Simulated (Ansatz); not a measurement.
# Tungsten, diamond under PBE: structure, energy and stiffness

Aim: take tungsten in the diamond structure, relax it, solve it on a dense k-mesh, switch on spin-orbit coupling, then scale the cell to 7 volumes from 88 to 112 % of the relaxed one and try a fit of the equation of state. The k-meshes are 10×10×10 for the relaxation; 15×15×15 for the dense run; 9×9×9 for spin-orbit coupling; 11×11×11 for the volumes.

This is W in the diamond structure; at room conditions it is bcc.

Program: Ansatz 0.2.0. Level of theory: DFT PBE, plane waves (420 eV) with PAW, scalar-relativistic. These are calculated values, not measurements.

### Step 1. The starting structure

It takes space group Fd-3m (No. 227, cubic). Conventional cell: a = 5.552 Å, b = 5.552 Å, c = 5.552 Å, α = 90.00°, β = 90.00°, γ = 90.00°. W (site symmetry -43m) is surrounded by 4 W at 2.40 Å.

Structure file:

```cif
data_structure
_symmetry_space_group_name_H-M 'P 1'
_symmetry_Int_Tables_number 1
_cell_length_a 3.9260
_cell_length_b 3.9260
_cell_length_c 3.9260
_cell_angle_alpha 60.000
_cell_angle_beta 60.000
_cell_angle_gamma 60.000
_cell_volume 42.79
loop_
_atom_site_label
_atom_site_type_symbol
_atom_site_fract_x
_atom_site_fract_y
_atom_site_fract_z
_atom_site_occupancy
W1 W 0.12500 0.12500 0.12500 1
W2 W 0.87500 0.87500 0.87500 1
```

### Step 2. Relaxing cell and atoms

input.yaml reads:

```yaml
crystal:
  lattice:
    - [0.0, 2.7760741367, 2.7760741367]
    - [2.7760741367, 0.0, 2.7760741367]
    - [2.7760741367, 2.7760741367, 0.0]
  atoms:
    - { symbol: W, position: [0.125, 0.125, 0.125] }
    - { symbol: W, position: [0.875, 0.875, 0.875] }
hamiltonian:
  xc: pbe
  pseudopotentials:
    kind: paw
    azcp:
      W: "pseudopotentials/W.paw.azcp"
basis:
  ecutwfc: 420
  fft_grid_basis: typed
kpoints:
  mp_grid: { grid: [10, 10, 10], shift: [0, 0, 0] }
magnetization:
  spin_polarized: false
scf:
  occupations: { method: fermi_dirac, width: 0.1 }
relax:
  max_steps: 60
  f_tol: 0.01
  cell: {}
output:
  write_density: true
  write_potential: true
  elf: true
  volumetric_format: npy
```

Launch:

```bash
ansatz run input.yaml --threads 1 --pin off --max-ram 3584MiB --backend cpu --events-out ev --progress --plain --runs-dir out
```

Standard output:

```text
Engine: ansatz 0.2.0, x86_64-unknown-linux-gnu
Pseudopotentials: kind: paw
Pseudopotential: W, paw, valence charge 14, recommended cutoff 420 eV (normal), <dir>
Functional definition: PBE
  parameter kappa = 0.804
  parameter beta = 0.06672455060314922
  exchange = pbe_x(kappa = kappa, mu = beta*pi^2/3)
  correlation = pbe_c(beta = beta)
Crystal: 2 atoms, lattice volume = 42.788 Å³
Basis set: ecut = 420 eV, 869 PW (Γ), exchange–correlation on 54×54×54 points (8 copies of the dense FFT grid, shifted against one another)
Bands: 18, of which v1, the nominal top of the filled ones, is band 14 counted from 1 (13 counted from 0)
Symmetry: 48 space group operations
Space group: Fd-3m (ITA 227), of the structure as read, at distance tolerance 3.5e-5 Å
k-points: 47 of 1000
Non-local potential: W, projectors of the file, l = 0: 3, l = 1: 2, l = 2: 2, l = 3: 1
PAW form: soft (Blöchl's): semilocal exchange-correlation on the pseudo side does not see the compensation charge
PAW one-centre angular grid: W, 590 points (default); XC on 64 Gauss nodes
Initial density: superposition of atomic densities (neutral atoms: chi_scale 0, normalization atom), corrected by the library's trained network
Initial wavefunctions: pseudopotential atomic-orbital guess
Functional: x = pbe(κ = 0.804, μ = 0.2195149727645171), c = pbe(β = 0.06672455060314922)
SCF iter   1: F=—  HF=-20763.941967 eV  |F-HF|=—  |Δ(HF+E_count)|=         —  Δρ=6.55e-3  dr2=6.63e-3  ethr=1.77e-3  ⟨swp⟩=5.0  Hψ=4031  notcnv=0
preconditioner: auto → Kerker (q_TF=auto, 2.542 Å⁻¹)  [metal: Δε(μ)=0.016 eV  Ē_g=4.541 eV  σ=0.100 eV  W_gap=0.04  n_scr=14 (ndim 8)  ℏωp=19.7 eV  f_vac=0.000  D(μ)=2.57/eV (n_scr^D=26)]
SCF iter   2: F=—  HF=-20763.942730 eV  |F-HF|=—  |Δ(HF+E_count)|=   7.64e-4  Δρ=3.51e-3  dr2=1.86e-3  ethr=2.37e-5  ⟨swp⟩=1.5  Hψ=1530  notcnv=0
SCF iter   3: F=—  HF=-20763.943620 eV  |F-HF|=—  |Δ(HF+E_count)|=   8.90e-4  Δρ=4.05e-4  dr2=4.29e-5  ethr=6.65e-6  ⟨swp⟩=3.0  Hψ=1466  notcnv=0
SCF iter   4: F=—  HF=-20763.943678 eV  |F-HF|=—  |Δ(HF+E_count)|=   5.78e-5  Δρ=6.18e-5  dr2=1.08e-6  ethr=1.53e-7  ⟨swp⟩=2.0  Hψ=1121  notcnv=0
SCF iter   5: F=—  HF=-20763.943680 eV  |F-HF|=—  |Δ(HF+E_count)|=   1.44e-6  Δρ=1.44e-5  dr2=1.08e-7  ethr=3.86e-9  ⟨swp⟩=2.0  Hψ=1138  notcnv=0
SCF iter   6: F=-20763.943680 eV  HF=-20763.943680 eV  |F-HF|=1.96e-9  |Δ(HF+E_count)|=   6.49e-8  Δρ=4.23e-6  dr2=1.06e-8  ethr=3.57e-10  ⟨swp⟩=8.0  Hψ=4823  notcnv=0
SCF 1 converged in 6 iterations: F = -20763.943680 eV  dr2 = 1.06e-8
relax step   1: F+E_penalty+E_count = -20763.94367973 eV  Δ(F+E_penalty+E_count) = +0.000e0 eV  max|allowed force component| = 4.626e-17 eV/Å  Δτ_max = 0.0000 Å  P = +23.345 GPa  Ω = 42.788 Å³  (6 SCF iters, dr2 threshold 1.00e-7 eV, accepted)
Crystal: 2 atoms, lattice volume = 49.356 Å³
Basis set: ecut = 420 eV, 941 PW (Γ), exchange–correlation on 54×54×54 points (8 copies of the dense FFT grid, shifted against one another)
Initial density: handed on by an earlier stage of this run
Initial wavefunctions: those handed on with the density
iter 1 solved again at ethr=2.78e-4 eV; its pass at ethr=3.10e-3 eV (dr2=7.77e-2 eV) is discarded
SCF iter   1: F=—  HF=-20764.402930 eV  |F-HF|=—  |Δ(HF+E_count)|=         —  Δρ=8.73e-3  dr2=7.68e-2  ethr=2.78e-4  ⟨swp⟩=1.0  Hψ=5390  notcnv=0
preconditioner: auto → Kerker (q_TF=auto, 2.482 Å⁻¹)  [metal: Δε(μ)=0.009 eV  Ē_g=3.947 eV  σ=0.100 eV  W_gap=0.02  n_scr=14 (ndim 8)  ℏωp=18.3 eV  f_vac=0.000  D(μ)=3.01/eV (n_scr^D=26)]
SCF iter   2: F=—  HF=-20764.391034 eV  |F-HF|=—  |Δ(HF+E_count)|=   1.19e-2  Δρ=5.69e-3  dr2=3.46e-2  ethr=2.74e-4  ⟨swp⟩=1.0  Hψ=846  notcnv=0
SCF iter   3: F=—  HF=-20764.381447 eV  |F-HF|=—  |Δ(HF+E_count)|=   9.59e-3  Δρ=1.18e-3  dr2=9.23e-4  ethr=1.24e-4  ⟨swp⟩=2.0  Hψ=1132  notcnv=0
SCF iter   4: F=—  HF=-20764.381841 eV  |F-HF|=—  |Δ(HF+E_count)|=   3.95e-4  Δρ=3.11e-4  dr2=4.31e-5  ethr=3.30e-6  ⟨swp⟩=2.2  Hψ=1112  notcnv=0
SCF iter   5: F=—  HF=-20764.381896 eV  |F-HF|=—  |Δ(HF+E_count)|=   5.48e-5  Δρ=5.55e-5  dr2=1.16e-6  ethr=1.54e-7  ⟨swp⟩=2.0  Hψ=1115  notcnv=0
SCF iter   6: F=-20764.381899 eV  HF=-20764.381899 eV  |F-HF|=8.43e-8  |Δ(HF+E_count)|=   2.62e-6  Δρ=1.07e-5  dr2=3.39e-8  ethr=7.14e-10  ⟨swp⟩=9.0  Hψ=5315  notcnv=0
SCF 2 converged in 6 iterations: F = -20764.381899 eV  dr2 = 3.39e-8
relax step   2: F+E_penalty+E_count = -20764.38189891 eV  Δ(F+E_penalty+E_count) = -4.382e-1 eV  max|allowed force component| = 1.480e-16 eV/Å  Δτ_max = 0.0000 Å  P = +0.576 GPa  Ω = 49.356 Å³  energy of the carried Pulay correction = -1.838e-3 eV  (6 SCF iters, dr2 threshold 2.00e-7 eV, accepted)
Crystal: 2 atoms, lattice volume = 49.548 Å³
iter 1 solved again at ethr=2.01e-7 eV; its pass at ethr=3.10e-3 eV (dr2=5.63e-5 eV) is discarded
SCF iter   1: F=—  HF=-20764.382269 eV  |F-HF|=—  |Δ(HF+E_count)|=         —  Δρ=2.12e-4  dr2=4.33e-5  ethr=2.01e-7  ⟨swp⟩=2.0  Hψ=4655  notcnv=0
preconditioner: auto → Kerker (q_TF=auto, 2.481 Å⁻¹)  [metal: Δε(μ)=0.023 eV  Ē_g=3.929 eV  σ=0.100 eV  W_gap=0.06  n_scr=14 (ndim 8)  ℏωp=18.3 eV  f_vac=0.000  D(μ)=3.07/eV (n_scr^D=26)]
SCF iter   2: F=—  HF=-20764.382262 eV  |F-HF|=—  |Δ(HF+E_count)|=   6.18e-6  Δρ=1.35e-4  dr2=1.86e-5  ethr=1.55e-7  ⟨swp⟩=1.0  Hψ=846  notcnv=0
SCF iter   3: F=—  HF=-20764.382257 eV  |F-HF|=—  |Δ(HF+E_count)|=   5.42e-6  Δρ=2.84e-5  dr2=6.80e-7  ethr=6.65e-8  ⟨swp⟩=2.0  Hψ=1125  notcnv=0
iter 4 did not close the SCF: its close was put off for the readings that it lacked (scf_convergence_deferred on its scf_iter line)
SCF iter   4: F=-20764.382257 eV  HF=-20764.382257 eV  |F-HF|=2.06e-8  |Δ(HF+E_count)|=   1.18e-7  Δρ=8.99e-6  dr2=2.88e-8  ethr=2.43e-9  ⟨swp⟩=2.0  Hψ=1130  notcnv=0
iter 5 did not close the SCF: its close was put off for the readings that it lacked (scf_convergence_deferred on its scf_iter line)
SCF iter   5: F=-20764.382257 eV  HF=-20764.382257 eV  |F-HF|=1.39e-9  |Δ(HF+E_count)|=   2.48e-8  Δρ=1.59e-6  dr2=1.62e-9  ethr=1.03e-10  ⟨swp⟩=2.0  Hψ=1121  notcnv=0
SCF iter   6: F=-20764.382257 eV  HF=-20764.382257 eV  |F-HF|=2.91e-11  |Δ(HF+E_count)|=   1.72e-9  Δρ=2.60e-7  dr2=3.35e-11  ethr=5.78e-12  ⟨swp⟩=4.7  Hψ=4254  notcnv=0
SCF 3 converged in 6 iterations: F = -20764.382257 eV  dr2 = 3.35e-11
relax step   3: F+E_penalty+E_count = -20764.38225718 eV  Δ(F+E_penalty+E_count) = -3.583e-4 eV  max|allowed force component| = 2.591e-16 eV/Å  Δτ_max = 0.0000 Å  P = +0.105 GPa  Ω = 49.548 Å³  energy of the carried Pulay correction = -1.888e-3 eV  (6 SCF iters, dr2 threshold 2.00e-7 eV, accepted)
Crystal: 2 atoms, lattice volume = 49.593 Å³
iter 1 solved again at ethr=1.07e-8 eV; its pass at ethr=3.10e-3 eV (dr2=2.98e-6 eV) is discarded
SCF iter   1: F=—  HF=-20764.382260 eV  |F-HF|=—  |Δ(HF+E_count)|=         —  Δρ=4.89e-5  dr2=2.31e-6  ethr=1.07e-8  ⟨swp⟩=2.0  Hψ=4647  notcnv=0
preconditioner: auto → Kerker (q_TF=auto, 2.480 Å⁻¹)  [metal: Δε(μ)=0.024 eV  Ē_g=3.926 eV  σ=0.100 eV  W_gap=0.06  n_scr=14 (ndim 8)  ℏωp=18.3 eV  f_vac=0.000  D(μ)=3.07/eV (n_scr^D=26)]
SCF iter   2: F=—  HF=-20764.382260 eV  |F-HF|=—  |Δ(HF+E_count)|=   3.20e-7  Δρ=3.11e-5  dr2=9.99e-7  ethr=8.25e-9  ⟨swp⟩=1.0  Hψ=846  notcnv=0
SCF iter   3: F=—  HF=-20764.382260 eV  |F-HF|=—  |Δ(HF+E_count)|=   2.96e-7  Δρ=6.51e-6  dr2=3.53e-8  ethr=3.57e-9  ⟨swp⟩=2.0  Hψ=1124  notcnv=0
iter 4 did not close the SCF: its close was put off for the readings that it lacked (scf_convergence_deferred on its scf_iter line)
SCF iter   4: F=-20764.382260 eV  HF=-20764.382260 eV  |F-HF|=1.20e-9  |Δ(HF+E_count)|=   6.00e-9  Δρ=2.06e-6  dr2=1.52e-9  ethr=1.26e-10  ⟨swp⟩=2.0  Hψ=1127  notcnv=0
iter 5 did not close the SCF: its close was put off for the readings that it lacked (scf_convergence_deferred on its scf_iter line)
SCF iter   5: F=-20764.382260 eV  HF=-20764.382260 eV  |F-HF|=8.73e-11  |Δ(HF+E_count)|=   1.39e-9  Δρ=3.73e-7  dr2=9.08e-11  ethr=5.43e-12  ⟨swp⟩=2.0  Hψ=1119  notcnv=0
SCF iter   6: F=-20764.382260 eV  HF=-20764.382260 eV  |F-HF|=0.00e0  |Δ(HF+E_count)|=  1.06e-10  Δρ=6.26e-8  dr2=1.81e-12  ethr=1.00e-12  ⟨swp⟩=4.1  Hψ=3795  notcnv=0
SCF 4 converged in 6 iterations: F = -20764.382260 eV  dr2 = 1.81e-12
relax step   4: F+E_penalty+E_count = -20764.38225996 eV  Δ(F+E_penalty+E_count) = -2.778e-6 eV  max|allowed force component| = 2.405e-16 eV/Å  Δτ_max = 0.0000 Å  P = -0.003 GPa  Ω = 49.593 Å³  energy of the carried Pulay correction = -1.900e-3 eV  (6 SCF iters, accepted)
Basis set: ecut = 420 eV, 941 PW (Γ), exchange–correlation on 60×60×60 points (8 copies of the dense FFT grid, shifted against one another)
Initial wavefunctions: pseudopotential atomic-orbital guess (no wavefunctions were taken with the density)
iter 1 solved again at ethr=1.85e-7 eV; its pass at ethr=3.10e-3 eV (dr2=5.17e-5 eV) is discarded
SCF iter   1: F=—  HF=-20764.383549 eV  |F-HF|=—  |Δ(HF+E_count)|=         —  Δρ=4.00e-4  dr2=5.50e-6  ethr=1.85e-7  ⟨swp⟩=3.0  Hψ=5774  notcnv=0
SCF iter   2: F=—  HF=-20764.383809 eV  |F-HF|=—  |Δ(HF+E_count)|=   2.60e-4  Δρ=2.06e-4  dr2=1.48e-6  ethr=1.96e-8  ⟨swp⟩=1.0  Hψ=846  notcnv=0
SCF iter   3: F=—  HF=-20764.383899 eV  |F-HF|=—  |Δ(HF+E_count)|=   8.99e-5  Δρ=5.59e-6  dr2=4.69e-9  ethr=5.30e-9  ⟨swp⟩=2.0  Hψ=1515  notcnv=0
SCF iter   4: F=—  HF=-20764.383899 eV  |F-HF|=—  |Δ(HF+E_count)|=   2.53e-9  Δρ=8.20e-7  dr2=5.98e-10  ethr=1.67e-11  ⟨swp⟩=2.3  Hψ=1100  notcnv=0
SCF iter   5: F=—  HF=-20764.383899 eV  |F-HF|=—  |Δ(HF+E_count)|=  1.24e-10  Δρ=2.43e-7  dr2=5.19e-11  ethr=2.13e-12  ⟨swp⟩=2.1  Hψ=1090  notcnv=0
SCF iter   6: F=-20764.383899 eV  HF=-20764.383899 eV  |F-HF|=0.00e0  |Δ(HF+E_count)|=  1.09e-11  Δρ=9.60e-8  dr2=7.57e-12  ethr=1.00e-12  ⟨swp⟩=5.5  Hψ=3336  notcnv=0
SCF 5 converged in 6 iterations: F = -20764.383899 eV  dr2 = 7.57e-12
relax step   5: F+E_penalty+E_count = -20764.38389852 eV  Δ(F+E_penalty+E_count) = -1.639e-3 eV  max|allowed force component| = 2.035e-16 eV/Å  Δτ_max = 0.0000 Å  P = -0.017 GPa  Ω = 49.593 Å³  stress off target by 1.66e-2 GPa  SCF on the basis re-selected at this cell (its energy is not comparable with the rows above)  (6 SCF iters)
basis re-selected at this cell: Δ(F+E_penalty+E_count) = -1.639e-3 eV, ΔP = -0.014 GPa vs the last step (what re-selecting the basis moved, of the pressure what is left beyond the Pulay correction that the steps carried, after the strain that the cell walked since its last selection, with what the two solves' SCF thresholds leave and, on support functions, any second-order correction that the steps lacked; it is no measure of the basis error at this ecutwfc). The dense FFT grid was sized anew with the basis: this SCF ran on 30×30×30 points, the steps before it on 27×27×27, so part of this shift can come from that change (see relax.cell in the input reference). This SCF's stress stands 1.66e-2 GPa from its target on what of the cell is left free (relax.cell.stress_tol is 5.00e-2 GPa) and its largest allowed force component is 2.04e-16 eV/Å (relax.f_tol is 1.00e-2 eV/Å): within both
SCF converged after 6 iterations
Free energy (F): -20764.383899 eV
Harris-Foulkes:  -20764.383899 eV  (|F-HF|=0.00e0)
Internal energy: -20764.285442 eV  (E = F + TS)
E sigma→0 (E₀):  -20764.334670 eV
Entropy (-TS):   -0.098456 eV (-49.228 meV/atom)
Fermi energy:    12.367859 eV
--- Per-component energies (eV) ---
  E_band       = -413.602322
  E_kinetic    = 892.512641
  E_local      = -2216.906288  (includes V_loc(G=0)·N_el)
  E_nonlocal   = 10.739844
  E_hartree    = 810.148175
  E_xc         = -527.593728
  E_vxc        = -469.453623  (∫ρ·V_xc dr)
  E_paw        = -17126.358496  (= ΣΔE_a)
  E_vpaw       = -250.791217  (= ΣTr[D̂ρ^β])
  E_aug_tail   = -0.000121  (compensation charges beyond the density's cutoff)
  E_ewald      = -2606.827469
  E_smearing   = -0.098456  (= −TS)
  E_closure    = 0.000000  (closes the sum)
  Σ components = -20764.383899   (vs F -20764.383899, Δ=0.00e0)
--- Forces (eV/Å), atoms counted from 1 ---
  atom   1  W      0.00000000     0.00000000     0.00000000
  atom   2  W     -0.00000000    -0.00000000    -0.00000000
  max |Σ_I F_I| component: 7.40e-17 eV/Å
--- Stress (GPa, compression-positive) ---
       -0.016583       0.000000       0.000000
        0.000000      -0.016583       0.000000
        0.000000       0.000000      -0.016583
  P = ⅓ Tr σ = -0.0166 GPa (-0.166 kbar)
--- Band table (eV; the first three rows and the last of 47) ---
  k-point 0: bands = ["-60.6981", "-60.3844", "-25.3242", "-25.3242", "-25.3242", "-24.4166", "-24.4166", "-24.4166", "6.2458", "10.5279", "10.5279", "11.2909", "11.2909", "11.2909", "13.9099", "13.9099", "13.9099", "17.6233"]
  k-point 1: bands = ["-60.6925", "-60.3902", "-25.3346", "-25.3346", "-25.3225", "-24.4194", "-24.4055", "-24.4055", "6.4197", "10.4343", "10.4343", "11.2605", "11.4636", "11.4636", "13.6214", "13.8841", "13.8841", "17.5910"]
  k-point 2: bands = ["-60.6766", "-60.4066", "-25.3607", "-25.3607", "-25.3183", "-24.4264", "-24.3776", "-24.3776", "6.9156", "10.3386", "10.3386", "11.1909", "11.6997", "11.6997", "12.9415", "13.9156", "13.9156", "17.4768"]
  k-point 46: bands = ["-60.5425", "-60.5425", "-25.5253", "-25.5253", "-24.8774", "-24.8774", "-24.2060", "-24.2060", "9.6052", "9.6052", "10.7085", "10.7085", "12.1921", "12.1921", "12.8306", "12.8306", "16.9018", "16.9018"]
--- Relaxed structure (4 steps of the walk, 4 accepted, 1 SCFs on fresh bases) ---
  F+E_penalty+E_count = -20764.38389852 eV   max|allowed force component| = 2.035e-16 eV/Å   (the final SCF, on the basis selected at the relaxed cell)
  cell:  # Å, volume = 49.5928 Å³
    - [-1.0986895948898812e-34, 2.9160588250268824, 2.9160588250268824]
    - [2.9160588250268824, -1.106651113364834e-33, 2.9160588250268824]
    - [2.9160588250268824, 2.9160588250268824, -1.315242905991174e-33]
  atoms:
    - { symbol: W, position: [0.125, 0.125, 0.125] }
    - { symbol: W, position: [0.875, 0.875, 0.875] }
```

Wall time 14 s (1 thread of Intel Xeon Platinum 8259CL at 2.50GHz (Skylake/Cascade Lake), shared host); peak memory 0.54 GiB.

Relaxation path:

```tsv
step	energy change (meV/atom)	largest force (eV/Å)	pressure (GPa)	volume (Å³/atom)
1	0.00	0.0000	23.35	21.394
2	-219.11	0.0000	0.58	24.678
3	-219.29	0.0000	0.11	24.774
4	-219.29	0.0000	0.00	24.796
5	-220.11	0.0000	-0.02	24.796
```

Steps that repeat a cell are solved on a basis chosen anew, so their changes of energy are no gain of the relaxation.

Changes in the cell that was computed:

|  | before | after | change |
| --- | --- | --- | --- |
| a (Å) | 3.926 | 4.124 | +5.0 % |
| b (Å) | 3.926 | 4.124 | +5.0 % |
| c (Å) | 3.926 | 4.124 | +5.0 % |
| volume (Å³/atom) | 21.394 | 24.796 | +15.9 % |
| shortest distance (Å) | 2.404 | 2.525 | +5.0 % |
| space group (spins left aside) | Fd-3m | Fd-3m | same |

### Step 3. Dense single point

input.yaml reads:

```yaml
crystal:
  lattice:
    - [0.0, 2.916058825, 2.916058825]
    - [2.916058825, 0.0, 2.916058825]
    - [2.916058825, 2.916058825, 0.0]
  atoms:
    - { symbol: W, position: [0.125, 0.125, 0.125] }
    - { symbol: W, position: [0.875, 0.875, 0.875] }
hamiltonian:
  xc: pbe
  pseudopotentials:
    kind: paw
    azcp:
      W: "pseudopotentials/W.paw.azcp"
basis:
  ecutwfc: 420
  fft_grid_basis: typed
kpoints:
  mp_grid: { grid: [15, 15, 15], shift: [0, 0, 0] }
magnetization:
  spin_polarized: false
scf:
  occupations: { method: fermi_dirac, width: 0.1 }
```

Launch:

```bash
ansatz run input.yaml --threads 1 --pin off --max-ram 3584MiB --backend cpu --events-out ev --progress --plain --runs-dir out
```

Standard output, cut to the lines that bear on the results:

```text
[...]
[... 3 set-up lines as earlier in the session ...]
[...]
Crystal: 2 atoms, lattice volume = 49.593 Å³
Basis set: ecut = 420 eV, 941 PW (Γ)
Bands: 18, of which v1, the nominal top of the filled ones, is band 14 counted from 1 (13 counted from 0)
[... 1 set-up line as earlier in the session ...]
Space group: Fd-3m (ITA 227), of the structure as read, at distance tolerance 3.7e-5 Å
k-points: 120 of 3375
[...]
SCF iter   1: F=—  HF=-20764.384462 eV  |F-HF|=—  |Δ(HF+E_count)|=         —  Δρ=4.75e-3  dr2=4.58e-3  ethr=1.77e-3  ⟨swp⟩=5.1  Hψ=10249  notcnv=0
[...]
SCF iter   6: F=-20764.385375 eV  HF=-20764.385375 eV  |F-HF|=8.57e-9  |Δ(HF+E_count)|=   7.17e-8  Δρ=4.23e-6  dr2=1.11e-8  ethr=3.57e-10  ⟨swp⟩=2.0  Hψ=4327  notcnv=0
[...]
SCF converged after 6 iterations
Free energy (F): -20764.385375 eV
[...]
E sigma→0 (E₀):  -20764.337559 eV
Entropy (-TS):   -0.095632 eV (-47.816 meV/atom)
Fermi energy:    12.376066 eV
[...]
```

It took 4.9 s on 1 thread of Intel Xeon Platinum 8259CL at 2.50GHz (Skylake/Cascade Lake), shared host; peak memory 0.54 GiB.

### Step 4. With spin-orbit coupling

input.yaml, as its differences from that of step 3:

```diff
@@ -11,3 +11,3 @@
   pseudopotentials:
-    kind: paw
+    kind: paw_fr
     azcp:
@@ -18,5 +18,6 @@
 kpoints:
-  mp_grid: { grid: [15, 15, 15], shift: [0, 0, 0] }
+  mp_grid: { grid: [9, 9, 9], shift: [0, 0, 0] }
 magnetization:
-  spin_polarized: false
+  noncollinear: true
+  spin_orbit: true
 scf:
```

Launch:

```bash
ansatz run input.yaml --threads 1 --pin off --max-ram 3584MiB --backend cpu --events-out ev --progress --plain --runs-dir out
```

Standard output, cut to the lines that bear on the results:

```text
[...]
Pseudopotentials: kind: paw_fr
Pseudopotential: W, paw_fr, valence charge 14, recommended cutoff 420 eV (normal), <dir>
[... 1 set-up line as earlier in the session ...]
[...]
non-collinear run that drives no moment, with spin-orbit: no starting moment large enough to seed its density (crystal.atoms[].spin), no starting occupations that ask for one, no magnetisation constraint and no magnetic field, so the semilocal B_xc is pinned to zero
Crystal: 2 atoms, lattice volume = 49.593 Å³
Basis set: ecut = 420 eV, 941 PW (Γ)
Bands: 36, of which v1, the nominal top of the filled ones, is band 28 counted from 1 (27 counted from 0)
Symmetry: 48 space group operations + 48 with time reversal
Magnetic group: BNS 227.129 (UNI 1631), of the structure as read, at distance tolerance 3.7e-5 Å
k-points: 35 of 729
Projection manifold: j_resolved (fully-relativistic pseudo-atomic orbitals)
[...]
SCF iter   1: F=—  HF=-20813.774946 eV  |F-HF|=—  |Δ(HF+E_count)|=         —  Δρ=4.64e-2  dr2=8.44e-1  dr2_m=0.00e0 (ungated)  ethr=3.10e-3  |M|=0.00e0 ∫|m|=0.00e0 μB  |m|>n=0.0e0 m-floor=0.0e0 τ_xc=0.0e0  β_m=0.30  ⟨swp⟩=6.0  Hψ=2946  notcnv=0
[...]
spin=Noncollinear: Kerker preconditioning applied to the charge; magnetization (m_x, m_y, m_z) channels mix plain (no charge-response kernel on spin).
[...]
SCF iter   7: F=-20813.588403 eV  HF=-20813.588403 eV  |F-HF|=1.51e-7  |Δ(HF+E_count)|=   5.72e-6  Δρ=1.36e-5  dr2=5.47e-8  dr2_m=0.00e0 (ungated)  ethr=3.57e-10  |M|=0.00e0 ∫|m|=0.00e0 μB  |m|>n=0.0e0 m-floor=0.0e0 τ_xc=0.0e0  ⟨swp⟩=1.8  Hψ=1836  notcnv=0
[...]
SCF converged after 7 iterations
Magnetization: |M| = 0.0000 μB,  M = (+0.0000, +0.0000, +0.0000) μB
Absolute magnetization: 0.0000 μB (∫|m|)
  site 0: m = (+0.0000, +0.0000, +0.0000) μB, |m| = 0.0000 μB  (R = 1.04 Å)
  site 1: m = (+0.0000, +0.0000, +0.0000) μB, |m| = 0.0000 μB  (R = 1.04 Å)
Free energy (F): -20813.588403 eV
[...]
E sigma→0 (E₀):  -20813.538317 eV
Entropy (-TS):   -0.100172 eV (-50.086 meV/atom)
Fermi energy:    12.361600 eV
[...]
```

It took 9.3 s on 1 thread of Intel Xeon Platinum 8259CL at 2.50GHz (Skylake/Cascade Lake), shared host; peak memory 0.51 GiB.

Side by side:

```tsv
	scalar-relativistic	with spin-orbit coupling
k-mesh	15×15×15	9×9×9
gap on the mesh	none (levels filled in part)	none (levels filled in part)
```

The meshes differ, so small differences between the columns need not come from spin-orbit coupling.

(Part 1 of 2 ends here.)
